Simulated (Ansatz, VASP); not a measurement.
**Two plane-wave programs on Bi**

Contents of INCAR:

```
  PREC = Accurate
  ENCUT = 520
  EDIFF = 1E-6
  ISMEAR = -1
  SIGMA = 0.1
  LREAL = F
  LASPH = T
  NELM = 60
  ALGO = Normal
  ISIF = 2
  LWAVE = F
  LCHARG = F
  GGA = RP
  NBANDS = 14
```

File KPOINTS:

```
Automatic mesh
0
Gamma
  12 12 12
```

File POSCAR:

```
Bi
1.0
   -2.0382517462      2.0382517462      2.0382517462
    2.0382517462     -2.0382517462      2.0382517462
    2.0382517462      2.0382517462     -2.0382517462
Bi
1
Direct
    0.0000000000      0.0000000000      0.0000000000
```

Input for Ansatz:

```yaml
crystal:
  lattice:
    - [-2.0382517462, 2.0382517462, 2.0382517462]
    - [2.0382517462, -2.0382517462, 2.0382517462]
    - [2.0382517462, 2.0382517462, -2.0382517462]
  atoms:
    - { symbol: Bi, position: [0.0, 0.0, 0.0] }
hamiltonian:
  xc: rpbe
  pseudopotentials:
    kind: paw
    azcp:
      Bi: "pseudopotentials/Bi.paw.azcp"
basis:
  ecutwfc: 420
  fft_grid_basis: typed
kpoints:
  mp_grid: { grid: [12, 12, 12], shift: [0, 0, 0] }
magnetization:
  spin_polarized: false
scf:
  occupations: { method: fermi_dirac, width: 0.1 }
  lower_state_search: "off"
output:
  stress: true
```

Alike in both runs: task single point; functional RPBE; k mesh 12 × 12 × 12; occupations fermi-dirac, width 0.1 eV; no spin polarisation.

|  | VASP | Ansatz |
| --- | --- | --- |
| version | VASP 6.6.1 | Ansatz 0.2.0 |
| potentials or method | VASP PAW PBE potentials, release 64 (Bi_d) | plane waves (420 eV) with PAW, scalar-relativistic |
| plane-wave cutoff (eV) | 520 | 420 |
| valence electrons in the cell | 15 | 15 |

VASP gave:

```
pressure (GPa) : -2.0
```

What did Ansatz give for the same quantities?

Pressure (GPa): -1.9.

With one functional, cell and mesh, what is left measures potentials, basis and numerics.

Caveats: the PAW data sets were made with another functional, which shifts forces and pressure a little (VASP).
